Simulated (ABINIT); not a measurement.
CdO (Monteponite):

```
Cd O
1.0
     0.00000    2.34950    2.34950
     2.34950    0.00000    2.34950
     2.34950    2.34950    0.00000
Cd O
1 1
Direct
  0.00000 0.00000 0.00000
  0.50000 0.50000 0.50000
```

Base run:

* Program: ABINIT 10.8.3 (patched build)
* Functional: AM05
* Potentials or basis: JTH PAW PBE v2.0
* Cutoff: 626 eV
* k mesh: 10 × 10 × 10
* Occupations: fermi-dirac, width 0.05 eV
* Spin: no spin polarisation

Its results: band gap on the k mesh none (metal or under the smearing width); pressure -0.3 GPa.

Problem. After a change of settings the same cell gave: band gap on the k mesh none (metal or under the smearing width); pressure -2.1 GPa. Which change was it?
A. functional from AM05 to SOGGA
B. functional from AM05 to LDA-PZ; potentials or basis from JTH PAW PBE v2.0 to JTH PAW LDA v2.0
C. functional from AM05 to HLE16
D. functional from AM05 to PBEsol; k mesh from 10 × 10 × 10 to 6 × 6 × 6

Solution. A.

Caveats: the PAW data sets were made with another functional, which shifts forces and pressure a little; this crystal is a semiconductor, whose small gap the functional closes, so the metal is an error of the method.

Runs at the PBE level aren't shown here.
